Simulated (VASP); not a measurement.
Write the native input for VASP 6.6.1 that does the following.

* Task: band structure
* Functional: rSCAN
* Potentials or basis: VASP PAW PBE potentials, release 64 (Ga_d, N)
* Cutoff: 520 eV
* k mesh: 10 × 10 × 5
* Occupations: fermi-dirac, width 0.05 eV
* Spin: no spin polarisation
* Further INCAR settings: ALGO = Normal; EDIFF = 1e-06; NBANDS = 26

The structure of GaN lies in POSCAR:

```
GaN
1.0
    3.1800000000      0.0000000000      0.0000000000
   -1.5900000000      2.7539607840      0.0000000000
    0.0000000000      0.0000000000      5.1660000000
Ga N
2 2
Direct
    0.6666666667      0.3333333333      0.5000000000
    0.3333333333      0.6666666667      0.0000000000
    0.6666666667      0.3333333333      0.8750000000
    0.3333333333      0.6666666667      0.3750000000
```

One way to write it, as run:

INCAR

```
PREC     = Accurate       # precision mode
ENCUT    = 520            # plane-wave cutoff, eV
EDIFF    = 1E-6           # SCF threshold, eV
ISMEAR   = -1             # smearing method
SIGMA    = 0.05           # smearing width, eV
LREAL    = F              # projectors in reciprocal space
LASPH    = T              # aspherical terms in the spheres
NELM     = 80             # most SCF steps
ALGO     = Normal         # electronic algorithm
ISIF     = 2              # what is computed and relaxed
LWAVE    = F              # write WAVECAR
LCHARG   = F              # write CHGCAR
METAGGA  = RSCAN          # meta-GGA
LMIXTAU  = T            
NBANDS   = 26             # bands
```

KPOINTS

```
regular mesh
0
Gamma
  10 10 5
```

KPOINTS_OPT

```
path GMKGALHA,LM,KH
10
line-mode
reciprocal
 0.0000000000  0.0000000000  0.0000000000  G
 0.5000000000  0.0000000000  0.0000000000  M

 0.5000000000  0.0000000000  0.0000000000  M
 0.3333333333  0.3333333333  0.0000000000  K

 0.3333333333  0.3333333333  0.0000000000  K
 0.0000000000  0.0000000000  0.0000000000  G

 0.0000000000  0.0000000000  0.0000000000  G
 0.0000000000  0.0000000000  0.5000000000  A

 0.0000000000  0.0000000000  0.5000000000  A
 0.5000000000  0.0000000000  0.5000000000  L

 0.5000000000  0.0000000000  0.5000000000  L
 0.3333333333  0.3333333333  0.5000000000  H

 0.3333333333  0.3333333333  0.5000000000  H
 0.0000000000  0.0000000000  0.5000000000  A

 0.5000000000  0.0000000000  0.5000000000  L
 0.5000000000  0.0000000000  0.0000000000  M

 0.3333333333  0.3333333333  0.0000000000  K
 0.3333333333  0.3333333333  0.5000000000  H
```

Potentials or basis: VASP PAW PBE potentials, release 64 (Ga_d, N).

Command:

```console
$ cat potpaw_PBE.64/Ga_d/POTCAR potpaw_PBE.64/N/POTCAR > POTCAR
$ mpirun -np 1 vasp_std > vasp.out
```

Results of the run:

| Item | Value |
| --- | --- |
| Pressure | 1.6 GPa |
| Largest force | 0.156 eV/Å |
| Band gap on the k mesh | 2.39 eV, direct |
| Band gap along the path | 2.39 eV, direct |

Caveat: the PAW data sets were made with another functional, which shifts forces and pressure a little.

Wall time 5 min on 1 thread of AMD EPYC 9R45 (Zen 5), with other jobs on the host, peak memory 0.18 GiB.
